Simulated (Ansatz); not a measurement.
Input and command of a calculation in Ansatz (plane waves; scalar-relativistic PAW potentials unless the input names others):

```yaml
crystal:
  lattice:
    - [0.0180701281, 2.0905717613, 2.0766769173]
    - [2.0817341127, 0.0171558483, 2.0775911971]
    - [2.0797880724, 2.0895400007, 0.0191018886]
  atoms:
    - { symbol: Ag, position: [0.0, 0.0, 0.0] }
basis:
  ecutwfc: "120 eV"
kpoints:
  mp_grid: { grid: [14, 14, 14] }
hamiltonian:
  xc: pbe
scf:
  occupations: { method: gaussian, width: 0.15 }
  max_iter: 80
output:
  forces: true
  eigenvalues: true
  stress: true
```

```bash
ansatz run input.yaml --threads 1 --pin off --max-ram 2560MiB --backend cpu --events-out ev --progress --plain --runs-dir out
```

Abridged log:
```
Basis set: ecut = 120 eV, 59 PW (Γ), exchange–correlation on 24×24×24 points (8 copies of the dense FFT grid, shifted against one another)
Bands: 14, of which v1, the nominal top of the filled ones, is band 10 counted from 1 (9 counted from 0)
Symmetry: 2 space group operations
k-points: 1376 of 2744
SCF iter   1: F=—  HF=-7489.142134 eV  |F-HF|=—  |Δ(HF+E_count)|=         —  Δρ=9.37e-1  dr2=1.15e2  ethr=1.77e-3  ⟨swp⟩=1.2  Hψ=72438  notcnv=0
SCF iter   2: F=—  HF=-7459.981846 eV  |F-HF|=—  |Δ(HF+E_count)|=    2.92e1  Δρ=6.75e-1  dr2=6.27e1  ethr=1.77e-3  ⟨swp⟩=2.0  Hψ=49404  notcnv=0  defer=132
SCF iter   3: F=—  HF=-7427.238079 eV  |F-HF|=—  |Δ(HF+E_count)|=    3.27e1  Δρ=1.30e-1  dr2=3.38e0  ethr=1.77e-3  ⟨swp⟩=3.7  Hψ=57120  notcnv=0  defer=264
SCF iter   4: F=—  HF=-7425.419664 eV  |F-HF|=—  |Δ(HF+E_count)|=    1.82e0  Δρ=8.51e-3  dr2=1.42e-2  ethr=1.77e-3  ⟨swp⟩=2.2  Hψ=47562  notcnv=0  defer=489
SCF iter   5: F=—  HF=-7425.416021 eV  |F-HF|=—  |Δ(HF+E_count)|=   3.64e-3  Δρ=5.43e-4  dr2=2.92e-5  ethr=7.46e-5  ⟨swp⟩=2.2  Hψ=32478  notcnv=0  defer=489
SCF iter   6: F=—  HF=-7425.413265 eV  |F-HF|=—  |Δ(HF+E_count)|=   2.76e-3  Δρ=6.93e-5  dr2=6.74e-7  ethr=1.53e-7  ⟨swp⟩=2.0  Hψ=28578  notcnv=0  defer=489
SCF iter   7: F=-7425.413265 eV  HF=-7425.413265 eV  |F-HF|=2.65e-9  |Δ(HF+E_count)|=   1.60e-7  Δρ=6.97e-6  dr2=5.37e-9  ethr=5.26e-10  ⟨swp⟩=5.1  Hψ=85283  notcnv=0
SCF 1 converged in 7 iterations: F = -7425.413265 eV  dr2 = 5.37e-9
SCF converged after 7 iterations
Free energy (F): -7425.413265 eV
Harris-Foulkes:  -7425.413265 eV  (|F-HF|=2.65e-9)
Internal energy: -7425.409277 eV  (E = F + TS)
E sigma→0 (E₀):  -7425.411271 eV
Entropy (-TS):   -0.003989 eV (-3.989 meV/atom)
Fermi energy:    19.374828 eV
--- Forces (eV/Å), atoms counted from 1 ---
  atom   1  Ag     0.00000000     0.00000000     0.00000000
--- Stress (GPa, compression-positive) ---
       65.420169      -2.948595       4.182987
       -2.948595      69.961319      -1.073996
        4.182987      -1.073996      62.386430
  P = ⅓ Tr σ = 65.9226 GPa (659.226 kbar)
```

Task: What is wrong with this input?

Result: The fault is a cutoff far too low (basis.ecutwfc: 420 → "120 eV", the first being the value of the sound run). Setting it back cures it. The log, from which this was withheld above, says: «Warning: basis.ecutwfc = 120 eV is below the records' recommended 420 eV, and the density's cutoff is lower with it unless basis.ecutrho_ratio is high enough to keep the records' density cutoff: compare with a run at a higher cutoff» The run converged all the same, with an energy at zero smearing 165.1 eV/atom above the reference's, pressure 65.92 GPa, largest force 0.000 eV/Å, no gap on the mesh, so convergence alone doesn't show that an input is right. A reference run from the same start on usual settings converged with pressure 0.09 GPa, largest force 0.000 eV/Å, no gap on the mesh.

It took 2.9 s on 1 thread of AMD EPYC 9R45 96-Core Processor (Zen 5) (shared host), peak memory 0.42 GiB.